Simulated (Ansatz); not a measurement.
**Deforming Cr**

```xyz
1
Lattice="0.0000 1.8111 1.8111 1.8111 0.0000 1.8111 1.8111 1.8111 0.0000" Properties=species:S:1:pos:R:3 pbc="T T T"
Cr    0.0000    0.0000    0.0000
```

The structure comes from a relaxation in the same program, started in the fcc type, and has space group Fm-3m. Whether it is a known phase or the ground state wasn't checked.

Computed with Ansatz 0.2.0, DFT, PBE, all-electron LAPW, scalar-relativistic.

The runs use a Γ-centred 20×20×20 k mesh, Fermi–Dirac smearing of 0.05 eV, basis error target 1 meV/atom, spin-polarised from start moments Cr 3 μB (the moments died away, and the run ended non-magnetic).

The unchanged cell is at -0.05 GPa, so energy changes include a term −P ΔV where the volume moves.

In a metal, stresses and small energies carry noise from the k mesh.

x, y and z are the Cartesian axes of the cell as listed; fractional coordinates follow a strain, and an engineering shear is twice the off-diagonal strain component.

**Question.** With this change (equal xy, yz and zx engineering shear strains of +3 %), what becomes of the energy and stress?

**Answer.** Energy change -6 meV/atom; stress change (xx, yy, zz, yz, xz, xy) 0.34, 0.34, 0.34, 0.94, 0.94, 0.94 GPa, compression positive.

**Question.** With this change (equal xy, yz and zx engineering shear strains of +4 %), what becomes of the energy and stress?

**Answer.** Energy change -7 meV/atom; stress change (xx, yy, zz, yz, xz, xy) 0.61, 0.61, 0.61, 0.32, 0.32, 0.32 GPa, compression positive.
